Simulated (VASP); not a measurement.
MgSe, 2 atoms in the cell. The structure is cubic, space group Fm-3m (No. 225). The conventional cell has a = 5.451 Å, b = 5.451 Å, c = 5.451 Å, α = 90.00°, β = 90.00°, γ = 90.00°. Around Se (site symmetry m-3m) lie 6 Mg at 2.73 Å. Mg (site symmetry m-3m) has 6 Se at 2.73 Å as nearest neighbours. 

| Quantity | Value |
| --- | --- |
| Program | VASP 6.6.1 |
| Task | dielectric tensor |
| Functional | PBE |
| Potentials or basis | VASP PAW PBE potentials, release 64 (Se, Mg) |
| Cutoff | 520 eV |
| k mesh | 8 × 8 × 8 |
| Occupations | gaussian, width 0.02 eV |
| Spin | no spin polarisation |
| Further INCAR settings | ALGO = Normal; EDIFF = 1e-08 |

Potentials or basis: VASP PAW PBE potentials, release 64 (Se, Mg).

Command:

```console
$ cat potpaw_PBE.64/Se/POTCAR potpaw_PBE.64/Mg/POTCAR > POTCAR
$ mpirun -np 1 vasp_std > vasp.out
```

Hardware: 1 thread of Intel(R) Xeon(R) Platinum 8488C (Sapphire Rapids) (shared host).

Task: Estimate the wall time of this run.

Result: Run time: 99 s on 1 thread of Intel(R) Xeon(R) Platinum 8488C (Sapphire Rapids), on a shared host, peak memory 0.21 GiB. Counts: scf iterations 93, k points 29.
